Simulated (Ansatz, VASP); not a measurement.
## One calculation of P, two programs

The input INCAR:

```
SYSTEM = P
PREC = Accurate ; ENCUT = 520
EDIFF = 1E-6 ; ISMEAR = -1
SIGMA = 0.1 ; LREAL = .FALSE.
LASPH = .TRUE. ; NELM = 100
ALGO = Normal ; ISIF = 2
LWAVE = .FALSE. ; LCHARG = .FALSE.
GGA = CA ; NBANDS = 12
```

Contents of KPOINTS:

```
Automatic mesh
0
G
  12 12 12
  0 0 0
```

Contents of POSCAR:

```
P
1.0
    0.0000000000      2.1515779927      2.1515779927
    2.1515779927      0.0000000000      2.1515779927
    2.1515779927      2.1515779927      0.0000000000
P
2
Direct
   -0.1250000000     -0.1250000000     -0.1250000000
    0.1250000000      0.1250000000      0.1250000000
```

Input for Ansatz:

```yaml
crystal:
  lattice:
    - [0.0, 2.1515779927, 2.1515779927]
    - [2.1515779927, 0.0, 2.1515779927]
    - [2.1515779927, 2.1515779927, 0.0]
  atoms:
    - { symbol: P, position: [-0.125, -0.125, -0.125] }
    - { symbol: P, position: [0.125, 0.125, 0.125] }
kpoints:
  mp_grid: { grid: [12, 12, 12] }
scf:
  occupations: { method: fermi_dirac, width: 0.1 }
hamiltonian:
  xc: lda
  pseudopotentials: { kind: all_electron, lapw: { basis_error: 0.001 } }
output:
  forces: true
  stress: true
  eigenvalues: true
  populations: true
```

Change from the starting cell: volume scaled by 0.52, LAPW.

Alike in both runs: task single point; functional LDA; k mesh 12 × 12 × 12; occupations fermi-dirac, width 0.1 eV; no spin polarisation.

```csv
,VASP,Ansatz
version,VASP 6.6.1,Ansatz 0.2.0
potentials or method,"VASP PAW LDA potentials, release 64 (P)","all-electron LAPW, scalar-relativistic"
plane-wave cutoff (eV),520,see its input
```

|  | VASP | Ansatz | Ansatz less VASP |
| --- | --- | --- | --- |
| pressure (GPa) | 163.9 | 166.4 | +2.50 |

Ansatz ran all-electron here, so the differences hold the error of VASP's frozen core and of both bases.

Caveats: the cell as given lies far from equilibrium; so large a pressure means that the cell lies far from this level's equilibrium, or that cutoff or potentials fall short (VASP).
